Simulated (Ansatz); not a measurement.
**Mercury, alpha-Hg (rhombohedral): convergence with Gaussian smearing**

Computed with Ansatz, PBE, scalar-relativistic PAW, on the relaxed cell (a = 4.157 Å, c = 5.924 Å (c/a = 1.425); spin not included). Errors count from a run at 420 eV on a Γ-centred 17×17×17 mesh with Fermi-Dirac smearing of 0.1 eV, extrapolated to zero width. Fixed here: cutoff 420 eV, mesh 10×10×10. The SCF starts from atomic densities corrected by a trained network.

| width (eV) | E(σ→0) error (meV/atom) | F error (meV/atom) | P (GPa) | SCF iterations |
| --- | --- | --- | --- | --- |
| 0.01 | -7.9 | -7.9 | -0.05 | 6 |
| 0.03 | -7.9 | -8.1 | -0.05 | 6 |
| 0.1 | -8.2 | -8.7 | -0.10 | 6 |
| 0.2 | -8.2 | -10.0 | -0.09 | 6 |
| 0.3 | -7.5 | -12.6 | -0.06 | 6 |
| 1.0 | -1.0 | -78.5 | -0.13 | 6 |

Question: What does the run at 0.6 give (width)?

Answer: E(σ→0) error (meV/atom): -4.8; F error (meV/atom): -30.5; P (GPa): -0.07; SCF iterations: 6.
